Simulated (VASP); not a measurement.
# NiSi₂: an input that fails (relaxed cell and band gap)

NiSi₂, Fm-3m (no. 225), 3 atoms in the cell.

INCAR.step1:
```
SYSTEM = Si2Ni
ALGO = Normal
EDIFF = 1E-5
ENCUT = 600
GGA = PE
GGA_COMPAT = .FALSE.
ISIF = 2
ISMEAR = 0
ISPIN = 2
KPAR = 4
LASPH = .TRUE.
LCHARG = .FALSE.
LMAXMIX = 4
LORBIT = 11
LREAL = .FALSE.
LWAVE = .TRUE.
MAGMOM = 1 0 0
NELM = 150
PREC = Accurate
SIGMA = 0.02
```

INCAR.step2:
```
SYSTEM = Si2Ni
ALGO = Normal
EDIFF = 1E-7
EDIFFG = -0.005
ENCUT = 600
GGA_COMPAT = .FALSE.
IBRION = 2
ISIF = 3
ISMEAR = 0
ISPIN = 2
ISTART = 1
KPAR = 4
LASPH = .TRUE.
LCHARG = .FALSE.
LMAXMIX = 4
LMIXTAU = .TRUE.
LORBIT = 11
LREAL = .FALSE.
LWAVE = .FALSE.
MAGMOM = 1 0 0
METAGGA = TASK
NELM = 80
NSW = 20
PREC = Accurate
SIGMA = 0.02
```

KPOINTS:
```
k-points
0
Gamma
  7 7 7
```

POSCAR:
```
Si2Ni
1.0
    0.0000000000      2.7030000000      2.7030000000
    2.7030000000      0.0000000000      2.7030000000
    2.7030000000      2.7030000000      0.0000000000
Ni Si
1 2
Direct
    0.0000000000      0.0000000000      0.0000000000
    0.7500000000      0.7500000000      0.7500000000
    0.2500000000      0.2500000000      0.2500000000
```

Commands (each step's output is kept before the next begins):
```
cat potpaw_PBE.64/Ni/POTCAR potpaw_PBE.64/Si/POTCAR > POTCAR
cp INCAR.step1 INCAR
mpirun -np 4 vasp_std > vasp.out
cp INCAR.step2 INCAR
mpirun -np 4 vasp_std > vasp.out
```

VASP stops with:
```
Error: One of the selected functionals does not exist. ---->  I REFUSE TO CONTINUE WITH THIS SICK JOB ... BYE!!! <----
```

Cause: TASK typed under METAGGA.
